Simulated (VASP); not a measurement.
**From VASP inputs to Ansatz: CaO (zincblende)**

INCAR

```
NSW = 0
LCHARG = .TRUE.
ALGO = Normal
METAGGA = R2SCAN
IBRION = -1
ISIF = 2
LELF = .TRUE.
LASPH = .TRUE.
LWAVE = .FALSE.
NBANDS = 15
LREAL = .FALSE.
PREC = Accurate
ENCUT = 520
EDIFF = 1E-7
SIGMA = 0.01
NELM = 120
ISMEAR = 0
```

KPOINTS

```
KPOINTS created by Atomic Simulation Environment
0
Gamma
8 8 8
0 0 0
```

KPOINTS_OPT

```
special points
6
Reciprocal
0.0000000000 0.0000000000 0.0000000000 1
0.5000000000 0.0000000000 0.5000000000 1
0.5000000000 0.2500000000 0.7500000000 1
0.3750000000 0.3750000000 0.7500000000 1
0.5000000000 0.5000000000 0.5000000000 1
0.6250000000 0.2500000000 0.6250000000 1
```

POSCAR

```
Ca O
 1.0000000000000000
    -0.0000000000000000    2.6067317364962017    2.6067317364962017
     2.6067317364962017    0.0000000000000000    2.6067317364962017
     2.6067317364962017    2.6067317364962017    0.0000000000000000
 Ca  O
   1   1
Cartesian
  0.0000000000000000 -0.0000000000000000 -0.0000000000000000
  1.3033658682481006  1.3033658682481006  1.3033658682481006
```

VASP ran with the recommended PBE PAW datasets (16 valence electrons in the cell).

Q: Write an Ansatz input for this cell and level of theory.

A: 

```yaml
crystal:
  lattice:
    - [0.0, 2.6067317365, 2.6067317365]
    - [2.6067317365, 0.0, 2.6067317365]
    - [2.6067317365, 2.6067317365, 0.0]
  atoms:
    - { symbol: Ca, position: [0.0, 0.0, 0.0] }
    - { symbol: O, position: [0.25, 0.25, 0.25] }
kpoints:
  mp_grid: { grid: [8, 8, 8] }
  band_path:
    path:
      - [0.0, 0.0, 0.0]
      - [0.5, 0.0, 0.5]
      - [0.5, 0.25, 0.75]
      - [0.375, 0.375, 0.75]
      - [0.5, 0.5, 0.5]
      - [0.625, 0.25, 0.625]
    npoints: 1
hamiltonian:
  xc: r2scan
scf:
  occupations: { method: fixed }
  n_extra_bands: 4
output:
  forces: true
  stress: true
  eigenvalues: true
```

Other inputs would serve too.

```csv
,VASP,Ansatz
gap between bands v and c,3.73 eV,3.76 eV
least direct gap,4.36 eV,4.37 eV
pressure,0.9 GPa,0.0 GPa
```

The two codes use different PAW datasets and cutoffs. VASP's cell holds 16 valence electrons and Ansatz's 16. Ansatz's stress includes a Pulay correction; VASP's doesn't.
